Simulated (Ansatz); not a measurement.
**YN: stress in a strained cell**

YN is deformed so: equal xx and yy strain of +1 %. What stress and forces result, by LAPW, PAW and all-electron datasets made for the crystal?

Program: Ansatz 0.2.0. Level of theory: DFT LDA, scalar-relativistic. These are calculated values, not measurements.

### Step 1. The starting structure

It takes space group Fm-3m (No. 225, cubic). The conventional cell has a = 4.877 Å, b = 4.877 Å, c = 4.877 Å, α = 90.00°, β = 90.00°, γ = 90.00°. Y (site symmetry m-3m) is surrounded by 6 N at 2.44 Å. Around N (site symmetry m-3m) lie 6 Y at 2.44 Å.

As a file:

```
CELL_PARAMETERS angstrom
0.00000 2.43850 2.43850
2.43850 0.00000 2.43850
2.43850 2.43850 0.00000
ATOMIC_POSITIONS crystal
Y 0.00000 0.00000 0.00000
N 0.50000 0.50000 0.50000
```

Atoms are numbered in the order of the input: Y1, N2.

### Step 2. The deformed structure

Space group Fm-3m before, I4/mmm after.

### Step 3. LAPW, all electrons

Input file input.yaml:

```yaml
crystal:
  lattice:
    - [0.0, 2.462885, 2.4385]
    - [2.462885, 0.0, 2.4385]
    - [2.462885, 2.462885, 0.0]
  atoms:
    - { symbol: "Y", position: [0.0, 0.0, 0.0] }
    - { symbol: "N", position: [0.5, 0.5, 0.5] }
kpoints:
  mp_grid: { grid: [11, 11, 11] }
  band_path:
    path:
      - [0.0, 0.0, 0.0]
      - [0.0, 0.5, 0.5]
      - [0.25, 0.75, 0.5]
      - [0.0, 0.5, 0.0]
      - [0.0, 0.0, 0.0]
      - [0.5, 0.5, 0.0]
      - [0.3775125, 0.6224875, 0.0]
      - [-0.3775125, 0.3775125, 0.0]
      - [0.0, 0.0, 0.0]
    npoints: 5
scf:
  occupations: { method: fermi_dirac, width: 0.03 }
hamiltonian:
  xc: lda
  pseudopotentials: { kind: all_electron, lapw: { basis_error: 0.001 } }
output:
  forces: true
  stress: true
  eigenvalues: true
```

Started as:

```sh
$ ansatz run input.yaml --threads 1 --pin off --max-ram 3072MiB --backend cpu --events-out ev --progress --plain --runs-dir out
```

### Step 4. PAW on the default files

Input file input.yaml:

```yaml
crystal:
  lattice:
    - [0.0, 2.462885, 2.4385]
    - [2.462885, 0.0, 2.4385]
    - [2.462885, 2.462885, 0.0]
  atoms:
    - { symbol: "Y", position: [0.0, 0.0, 0.0] }
    - { symbol: "N", position: [0.5, 0.5, 0.5] }
kpoints:
  mp_grid: { grid: [11, 11, 11] }
scf:
  occupations: { method: fermi_dirac, width: 0.03 }
hamiltonian:
  xc: lda
  pseudopotentials: { kind: paw }
output:
  forces: true
  stress: true
  eigenvalues: true
  efg: { contact_densities: true }
  write_density: true
  write_potential: true
  elf: true
  volumetric_format: npy
```

### Step 5. All-electron PAW on datasets made for the crystal

input.yaml: that of step 4 with these lines changed.

```diff
@@ -14,3 +14,3 @@
   xc: lda
-  pseudopotentials: { kind: paw }
+  pseudopotentials: { kind: all_electron, datasets: crystal }
 output:
@@ -20,5 +20 @@
   efg: { contact_densities: true }
-  write_density: true
-  write_potential: true
-  elf: true
-  volumetric_format: npy
```

(Steps that only read results are left out.)

Q: Predict the outcome of this session. Wanted: pressure; largest shear or deviatoric stress.

The runs gave:

```
                                 quantity                                              value
                                 pressure  LAPW -8.89, PAW -8.94, crystal datasets -8.90 GPa
largest shear or deviatoric stress (LAPW)                                           1.44 GPa
```

The largest part of the stress beyond the pressure is 1.44 GPa in size, in the zz component; the atoms are carried along and not relaxed. No run of the undeformed cell stands beside it, so the pressure holds what the given cell had before the change. PAW: stress within 0.04 GPa of LAPW. Crystal datasets: stress within 0.01 GPa of LAPW.
